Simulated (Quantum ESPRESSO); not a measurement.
**Fe2Ge under changes of volume**

One of the cells (13.144 Å³/atom); the others are scaled copies at fixed shape and fractional positions:

```
CELL_PARAMETERS angstrom
4.16363 0.00000 0.00000
-2.08182 3.60581 0.00000
0.00000 0.00000 2.62647
ATOMIC_POSITIONS crystal
Ge 0.00000 0.00000 0.00000
Fe 0.33333 0.66667 0.50000
Fe 0.66667 0.33333 0.50000
```

The cell comes from a database or a generator and needn't be the stable form of this composition.

| Quantity | Value |
| --- | --- |
| Program | Quantum ESPRESSO 7.5 |
| Functional | LDA |
| Potentials or basis | GBRV 1.5 LDA |
| Cutoff | 762 eV |
| Density cutoff | 6095 eV |
| k mesh | 7 × 7 × 10 |
| Occupations | fermi-dirac, width 0.05 eV |
| Spin | collinear spin, ferromagnetic start |
| Starting moments | [0.0, 3.0, 3.0] μB |

```csv
volume (Å³/atom),energy over the lowest point (meV/atom),pressure (GPa),moment (μB per cell)
12.355,0.00,-7.7,4.35
12.618,14.11,-9.6,4.57
12.881,30.79,-11.3,4.78
13.144,?,?,?
13.407,73.39,-15.0,4.99
13.670,99.29,-16.5,5.10
13.933,127.17,-17.7,5.20
```

Task: What does the run at 13.144 Å³/atom give?

Result: Energy over the lowest point 50.30 meV/atom; pressure -13.1 GPa; moment 4.90 μB per cell.

Worked out: A Birch-Murnaghan fit of order 3 (a polynomial in V^(-2/3)) to the other rows has no minimum within the range. It gives 50.77 meV/atom at 13.144 Å³/atom, against the run's 50.30, and -dE/dV = -13.0 GPa, against -13.1. A parabola through the other rows of the moment, of slope 0.519 μB per Å³/atom there, gives 4.90 μB, against the run's 4.90.

Energies are extrapolated to zero smearing.
